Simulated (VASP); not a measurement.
Set up this calculation in VASP 6.6.1, as the native input.

- Task: band structure
- Functional: PBE
- Potentials or basis: VASP PAW PBE potentials, release 64 (Gd, N)
- Cutoff: 520 eV
- k mesh: 10 × 10 × 10
- Occupations: fermi-dirac, width 0.05 eV
- Spin: collinear spin, ferromagnetic start
- Starting moments: [7.0, 0.0] μB
- Hubbard terms: Gd f U = 8 eV
- Further INCAR settings: ALGO = Normal; EDIFF = 1e-06; NBANDS = 22

The structure of GdN lies in POSCAR:

```
GdN
1.0
    0.0000000000      2.4990000000      2.4990000000
    2.4990000000      0.0000000000      2.4990000000
    2.4990000000      2.4990000000      0.0000000000
Gd N
1 1
Direct
    0.0000000000      0.0000000000      0.0000000000
    0.5000000000      0.5000000000      0.5000000000
```

The cell comes from a database or a generator and needn't be the stable form of this composition.

The input as run:

INCAR

```
SYSTEM = GdN
PREC = Accurate
ENCUT = 520
EDIFF = 1E-6
ISMEAR = -1
SIGMA = 0.05
LREAL = .FALSE.
LASPH = .TRUE.
NELM = 150
ALGO = Normal
ISIF = 2
LWAVE = .FALSE.
LCHARG = .FALSE.
ISPIN = 2
MAGMOM = 7 0
LORBIT = 11
LMAXMIX = 6
LDAU = .TRUE.
LDAUTYPE = 2
LDAUL = 3 -1
LDAUU = 8 0
LDAUJ = 0 0
LDAUPRINT = 1
GGA = PE
NBANDS = 22
```

KPOINTS

```
Automatic mesh
0
G
  10 10 10
  0 0 0
```

KPOINTS_OPT

```
path GXWKGLUWLK,UX
15
line-mode
reciprocal
 0.0000000000  0.0000000000  0.0000000000  G
 0.5000000000  0.0000000000  0.5000000000  X

 0.5000000000  0.0000000000  0.5000000000  X
 0.5000000000  0.2500000000  0.7500000000  W

 0.5000000000  0.2500000000  0.7500000000  W
 0.3750000000  0.3750000000  0.7500000000  K

 0.3750000000  0.3750000000  0.7500000000  K
 0.0000000000  0.0000000000  0.0000000000  G

 0.0000000000  0.0000000000  0.0000000000  G
 0.5000000000  0.5000000000  0.5000000000  L

 0.5000000000  0.5000000000  0.5000000000  L
 0.6250000000  0.2500000000  0.6250000000  U

 0.6250000000  0.2500000000  0.6250000000  U
 0.5000000000  0.2500000000  0.7500000000  W

 0.5000000000  0.2500000000  0.7500000000  W
 0.5000000000  0.5000000000  0.5000000000  L

 0.5000000000  0.5000000000  0.5000000000  L
 0.3750000000  0.3750000000  0.7500000000  K

 0.6250000000  0.2500000000  0.6250000000  U
 0.5000000000  0.0000000000  0.5000000000  X
```

Potentials or basis: VASP PAW PBE potentials, release 64 (Gd, N).

Run with:

```console
$ cat potpaw_PBE.64/Gd/POTCAR potpaw_PBE.64/N/POTCAR > POTCAR
$ mpirun -np 1 vasp_std > vasp.out
```

It gave:

```
Pressure                                              : 1.1 GPa
Band gap along the path                               : none (metal or under the smearing width)
Net moment                                            : 7.00 μB per cell
Site moments                                          : Gd +6.88; N -0.12 μB
Valence electrons inside the program's atomic spheres : Gd 15.21; N 3.64
```

Caveat: spin-orbit coupling is left out, which moves the levels of the heavy elements; a cell with one magnetic atom can't hold antiferromagnetic order, which such compounds often take.

Wall time 120 s on 1 thread of Intel(R) Xeon(R) 6975P-C (Granite Rapids), with other jobs on the host, peak memory 0.26 GiB.
